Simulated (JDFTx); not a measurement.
Ir: single point with PBE+D2

Ir:

```xyz
1
Lattice="0.0645 1.8374 1.7560 1.9418 0.0774 1.7431 2.1728 2.0554 -0.1536" Properties=species:S:1:pos:R:3 pbc="T T T"
Ir    0.0000    0.0000    0.0000
```

This isn't the form of Ir at room conditions, which is fcc.

```yaml
Program: JDFTx 1.7.0 (patched build)
Task: single point
Functional: PBE
Dispersion: D2
Potentials_or_basis: PseudoDojo-SR-PBE-0.5-standard with smoothed tails
Cutoff: 925 eV
Density_cutoff: 3701 eV
k_mesh: 12 × 13 × 11
Occupations: fermi-dirac, width 0.05 eV
Spin: no spin polarisation
Local_potential_set_to_-Z/r_beyond: 6 bohr
Density_cutoff_over_wavefunction_cutoff: 4
Max_SCF_steps: 100
SCF_threshold_on_the_energy: 1e-09 Ha
Solver_of_the_electrons: scf
Further_solve_for_the_empty_bands: yes
```

The pressure is 9.3 GPa. The band gap on the k mesh is none (metal or under the smearing width).

Stress tensor (GPa, compression positive):
```
 -2.42 -23.20  19.27
-23.20  15.84  22.47
 19.27  22.47  14.57
```

Levels at points of the mesh, in eV from the Fermi level:
| k point | band 4 | band 5 | band 6 | band 7 | band 8 | band 9 | band 10 |
| --- | --- | --- | --- | --- | --- | --- | --- |
| (0.00, 0.00, 0.00) | -49.17 | -11.10 | -5.42 | -3.68 | -3.12 | -1.18 | 0.08 |
| (0.50, 0.00, 0.00) | -49.34 | -8.06 | -5.39 | -2.52 | 0.16 | 0.17 | 2.22 |

Run time: 4.1 min on 1 thread of Intel(R) Xeon(R) 6975P-C (Granite Rapids) (shared host), peak memory 0.59 GiB.

Caveat: pairwise dispersion overbinds metals, which lowers pressure and volume. The run has no spin-orbit coupling, so splittings on Ir are missing.
